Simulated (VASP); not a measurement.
ZrC: single point with PBE

Crystal: ZrC.

```
Zr C
1.0
     0.00000    2.36500    2.36500
     2.36500    0.00000    2.36500
     2.36500    2.36500    0.00000
Zr C
1 1
Direct
  0.49014 0.49591 0.50642
  0.98906 0.99528 0.02158
```

The cell isn't the ideal one: atoms moved at random, drawn with an rms of 0.05 Å.

```json
{
 "Program": "VASP 6.6.1",
 "Task": "single point",
 "Functional": "PBE",
 "Potentials or basis": "VASP PAW PBE potentials, release 64 (Zr_sv, C)",
 "Cutoff": "520 eV",
 "k mesh": "10 × 10 × 10",
 "Occupations": "fermi-dirac, width 0.05 eV",
 "Spin": "no spin polarisation",
 "Further INCAR settings": "ALGO = Normal; EDIFF = 1e-07; NBANDS = 15"
}
```

```yaml
Pressure: -2.5 GPa
Largest_force: 0.309 eV/Å
Band_gap_on_the_k_mesh: none (metal or under the smearing width)
```

Forces in eV/Å, atoms in the order of the input:
```
Zr   0.221  0.214 -0.027
C   -0.221 -0.214  0.027
```

Stress tensor (GPa, compression positive):
```
-2.41 -0.14  0.02
-0.14 -2.43  0.02
 0.02  0.02 -2.67
```

Levels at points of the mesh, in eV from the Fermi level:
```csv
k point,band 4,band 5,band 6,band 7,band 8,band 9,band 10,band 11,band 12,band 13
"(0.00, 0.00, 0.00)",-25.93,-11.26,0.69,0.71,0.85,1.06,1.26,1.28,2.76,2.80
"(0.50, 0.00, 0.00)",-26.00,-8.28,-5.24,-2.89,-2.88,4.37,4.37,5.19,6.40,9.85
"(0.00, 0.50, 0.00)",-26.00,-8.28,-5.24,-2.89,-2.88,4.37,4.37,5.19,6.40,9.85
"(0.00, 0.00, 0.50)",-26.00,-8.29,-5.24,-2.90,-2.89,4.37,4.38,5.18,6.43,9.88
"(0.50, 0.50, 0.50)",-26.00,-8.29,-5.24,-2.90,-2.89,4.37,4.38,5.19,6.42,9.88
"(0.50, 0.50, 0.00)",-26.19,-10.09,-2.11,-1.77,0.01,0.07,4.34,5.50,5.50,7.73
"(0.00, 0.50, 0.50)",-26.19,-10.09,-2.11,-1.75,0.01,0.04,4.33,5.50,5.50,7.71
"(0.50, 0.00, 0.50)",-26.19,-10.09,-2.11,-1.75,0.01,0.05,4.33,5.50,5.50,7.71
```

Run time: 2.7 min on 1 thread of Intel(R) Xeon(R) Platinum 8488C (Sapphire Rapids), with other jobs on the host, peak memory 0.31 GiB.
